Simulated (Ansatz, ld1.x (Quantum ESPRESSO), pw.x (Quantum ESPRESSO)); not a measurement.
# pw.x on diamond H: one setting changed

Potential: norm-conserving Troullier–Martins (Kleinman–Bylander form), ld1.x (Quantum ESPRESSO) 7.5, PBE; core none, reference 1s1; waves: 2p channel at 0.35 Ry: rc 1.35 bohr; 1s (bound): rc 1.35 bohr; local part: the s channel; core correction: none.

The reference run (k-mesh 15³, cutoffs 45/180 Ry, Fermi–Dirac 0.01 Ry, mixing_beta 0.4, conv_thr 1e-9, no spin) gives 0.47 GPa at 3.427 Å³/atom, where all-electron LAPW gives -0.21 GPa. This run, with its own iteration cap, changes diagonalization to cg.

```
&control
  calculation='scf', prefix='x', pseudo_dir='./', outdir='./tmp', tstress=.true., disk_io='none'
/
&system
  ibrav=0, nat=2, ntyp=1, ecutwfc=45, ecutrho=180, nbnd=8,
  occupations='smearing', smearing='fd', degauss=0.01
/
&electrons
  conv_thr=1e-09, mixing_beta=0.4, electron_maxstep=50, diagonalization='cg'
/
ATOMIC_SPECIES
H 1.0 H.UPF
CELL_PARAMETERS angstrom
  0.00000000 1.50766447 1.50766447
  1.50766447 0.00000000 1.50766447
  1.50766447 1.50766447 0.00000000
ATOMIC_POSITIONS crystal
H 0.0000 0.0000 0.0000
H 0.2500 0.2500 0.2500
K_POINTS automatic
15 15 15 0 0 0
```

```bash
pw.x < H.scf.in > H.scf.out
```

Task: How does the run end?

Result: It converges in 7 iterations; the free energy moves by +0.0 meV/atom and the pressure by +0.00 GPa. The result is that of the reference run.

```
Message from routine setup:
     using ibrav=0 with symmetry is DISCOURAGED, use correct ibrav instead
     lattice parameter (alat)  =       4.0292  a.u.
     unit-cell volume          =      46.2531 (a.u.)^3
     number of electrons       =         2.00
     number of Kohn-Sham states=            8
     kinetic-energy cutoff     =      45.0000  Ry
     charge density cutoff     =     180.0000  Ry
     scf convergence threshold =      1.0E-09
     Exchange-correlation= PBE
     number of k points=   120  Fermi-Dirac smearing, width (Ry)=  0.0100
     iteration #  1     ecut=    45.00 Ry     beta= 0.40
     total energy              =      -2.21441767 Ry
     estimated scf accuracy    <       0.00520822 Ry
     iteration #  2     ecut=    45.00 Ry     beta= 0.40
     total energy              =      -2.21476902 Ry
     estimated scf accuracy    <       0.00187387 Ry
     iteration #  3     ecut=    45.00 Ry     beta= 0.40
     total energy              =      -2.21479717 Ry
     estimated scf accuracy    <       0.00000160 Ry
     iteration #  4     ecut=    45.00 Ry     beta= 0.40
     total energy              =      -2.21479921 Ry
     estimated scf accuracy    <       0.00000400 Ry
     iteration #  5     ecut=    45.00 Ry     beta= 0.40
     total energy              =      -2.21479932 Ry
     estimated scf accuracy    <       0.00000002 Ry
     iteration #  6     ecut=    45.00 Ry     beta= 0.40
     total energy              =      -2.21479932 Ry
     estimated scf accuracy    <          1.6E-09 Ry
     iteration #  7     ecut=    45.00 Ry     beta= 0.40
     the Fermi energy is     2.5908 ev
!    total energy              =      -2.21479932 Ry
     estimated scf accuracy    <          8.3E-12 Ry
     smearing contrib. (-TS)   =      -0.00031902 Ry
     The total energy is F=E-TS. E is the sum of the following terms:
     one-electron contribution =       0.89597558 Ry
     hartree contribution      =       0.12525704 Ry
     xc contribution           =      -1.34499325 Ry
     ewald contribution        =      -1.89071966 Ry
     convergence has been achieved in   7 iterations
          total   stress  (Ry/bohr**3)                   (kbar)     P=        4.72
     Message from routine punch:
     Nothing written, as per user request (disk_io='none')
```

The run took about 3.1 s on one core of a shared host (Neoverse-V1, 32 threads, 247 GiB, load 40).
